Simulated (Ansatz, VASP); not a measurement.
**Ga3Se: VASP beside Ansatz**

```
Ga Se
1.0
     4.61105    0.00000    0.00000
     0.00000    4.61105    0.00000
     0.00000    0.00000    4.61105
Ga Se
3 1
Direct
  0.00000 0.50000 0.50000
  0.50000 0.00000 0.50000
  0.50000 0.50000 0.00000
  0.00000 0.00000 0.00000
```

Alike in both runs: task single point; functional PBE; k mesh 10 × 10 × 10; occupations gaussian, width 0.1 eV; no spin polarisation.

```csv
,VASP,Ansatz
version,VASP 6.6.1,Ansatz 0.2.0
potentials or method,"VASP PAW PBE potentials, release 64 (Ga_d, Se)","scalar-relativistic, plane waves, PAW"
plane-wave cutoff (eV),520,420
valence electrons in the cell,45,55
```

```tsv
	VASP	Ansatz	Ansatz less VASP
gap on the k mesh at the Fermi level (eV)	none	none	-
pressure (GPa)	-3.9	-3.9	-0.03
```

A gap of «none» marks a metal or a gap that the smearing closes. The two sets of potentials don't hold the same shells in valence.
